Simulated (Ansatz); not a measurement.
Wurtzite InN was calculated with HSE06+SOC (PAW; Ansatz, a quantum-chemistry and plane-wave program).

Settings: plane-wave cutoff 460 eV, 9×9×4 k mesh (along the axes of the cell as run), Fermi–Dirac smearing 0.01 eV, PAW data made under PBE.

Cell (measured lattice):

```
InN
1.0
    1.76850    -3.06313     0.00000
    1.76850     3.06313     0.00000
    0.00000     0.00000     5.70300
In N
2 2
Cartesian
  1.76850  -1.02104   2.85069
  1.76850   1.02104  -0.00081
  1.76850  -1.02104   5.01375
  1.76850   1.02104   2.16225
```

Task: Estimate the band gap that the calculation returns.

Result: 
- band gap: 0.71 eV (on the SCF k mesh)

Measured, for comparison: band gap 0.77 eV (zero-point shift of 0.07 eV (the table's estimate, ZP (est)) added back here, E0, Γ; inputs from arXiv:2302.06325). Computed (rounded) less measured: band gap -0.06 eV.

Note: cell and atoms aren't relaxed at this level.

Computed values are for the static lattice.

The result took very roughly 15 core-minutes.
